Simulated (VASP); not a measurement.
A run of VASP 6.6.1 is set up as follows.

INCAR

```
PREC = Accurate ; ENCUT = 600
EDIFF = 1E-7 ; ISMEAR = 0
SIGMA = 0.03 ; LREAL = F
LASPH = T ; NELM = 80
ALGO = Normal ; ISIF = 2
LWAVE = F ; LCHARG = F
GGA = PS ; IBRION = 2
NSW = 40 ; EDIFFG = -0.01
KPAR = 4
```

File KPOINTS:

```
Automatic mesh
0
Gamma
  6 6 6
```

File POSCAR:

```
As2Pt                                   
1.0
    6.0616252317      0.0000000000      0.0000000000
    0.0000000000      6.0616252317      0.0000000000
    0.0000000000      0.0000000000      6.0616252317
  As              Pt            
     8     4
Direct
     0.3828931724908671    0.3828931724908671    0.3828931724908671
     0.1171068275091329    0.6171068275091329    0.8828931724908671
     0.8828931724908671    0.1171068275091329    0.6171068275091329
     0.6171068275091329    0.8828931724908671    0.1171068275091329
     0.6171068275091329    0.6171068275091329    0.6171068275091329
     0.8828931724908671    0.3828931724908671    0.1171068275091329
     0.1171068275091329    0.8828931724908671    0.3828931724908671
     0.3828931724908671    0.1171068275091329    0.8828931724908671
     0.0000000000000000    0.0000000000000000    0.0000000000000000
     0.5000000000000000    0.0000000000000000    0.5000000000000000
     0.5000000000000000    0.5000000000000000    0.0000000000000000
     0.0000000000000000    0.5000000000000000    0.5000000000000000
```

Potentials or basis: VASP PAW PBE potentials, release 64 (As, Pt).

The run is started by

```sh
$ cat potpaw_PBE.64/As/POTCAR potpaw_PBE.64/Pt/POTCAR > POTCAR
$ mpirun -np 4 vasp_std > vasp.out
```

(1) What does it give for the band gap on the k mesh?

(2) What does it give for the energy gained by relaxing?

## Answers

(1) 0.10 eV, indirect (least direct gap 0.77 eV).

(2) 0.0 meV/atom.

Caveat: spin-orbit coupling is left out, which moves the levels of the heavy elements.
